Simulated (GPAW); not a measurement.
Write an ASE script for GPAW 26.7.0 that does the following.

```
Task                : band structure
Functional          : PBEsol
Potentials or basis : PAW data sets generated in the run's folder for this functional
Cutoff              : 600 eV
Basis               : pw
k mesh              : 8 × 8 × 8
Occupations         : fermi-dirac, width 0.05 eV
Spin                : no spin polarisation
Maxiter             : 150
Band path           : GXWKGLUWLK,UX
Band points         : 80
```

The structure of PbS (Galena) lies in POSCAR:

```
PbS
1.0
    0.0000000000      2.9657500000      2.9657500000
    2.9657500000      0.0000000000      2.9657500000
    2.9657500000      2.9657500000      0.0000000000
Pb S
1 1
Direct
    0.0000000000      0.0000000000      0.0000000000
    0.5000000000      0.5000000000      0.5000000000
```

These files were run (other wordings do the same):

run.py

```python
from ase.dft.bandgap import bandgap
from ase.io import read, write
from ase.units import GPa
from gpaw import GPAW, PW, setup_paths

setup_paths.insert(0, '.')

atoms = read('POSCAR')

calc = GPAW(mode=PW(600),
            xc='PBEsol',
            kpts={'size': (8, 8, 8), 'gamma': True},
            occupations={'name': 'fermi-dirac', 'width': 0.05},
            nbands=19,
            convergence={'density': 1e-05, 'energy': 1e-05},
            maxiter=150,
            txt='gpaw.txt')
atoms.calc = calc
energy = atoms.get_potential_energy()
forces = atoms.get_forces()
stress = atoms.get_stress()
calc.write('gs.gpw')
write('result.traj', atoms)
print(f'Energy: {energy:.6f} eV')
print('Forces (eV/A):')
print(forces.round(4))
print('Stress (GPa):', (stress / GPa).round(3))
print('Fermi level:', round(calc.get_fermi_level(), 4), 'eV')
print(f'Gap: {bandgap(calc)[0]:.4f} eV, direct: {bandgap(calc, direct=True)[0]:.4f} eV')

path = atoms.cell.bandpath('GXWKGLUWLK,UX', npoints=80, eps=1e-4)
bs_calc = calc.fixed_density(kpts=path, symmetry='off', nbands=31,
                             convergence={'bands': 'CBM+6.0', 'eigenstates': 1e-6}, txt='bands.txt')
bs = bs_calc.band_structure()
bs.write('bs.json')
print(f'Gap on the path: {bandgap(bs_calc)[0]:.4f} eV')
```

Potentials or basis: PAW data sets generated in the run's folder for this functional, pw.

Command:

```bash
$ gpaw-setup -f PBEsol Pb S
$ OMP_NUM_THREADS=1 python run.py
```

Results of the run:

```
Pressure                : -1.1 GPa
Band gap on the k mesh  : 0.20 eV, direct
Band gap along the path : 0.20 eV, direct
```

Caveat: spin-orbit coupling is left out, which as a rule narrows the gap of such compounds by several tenths of an eV.

Wall time 68 s on 1 thread of Arm Neoverse V1, on a shared host, peak memory 0.28 GiB.
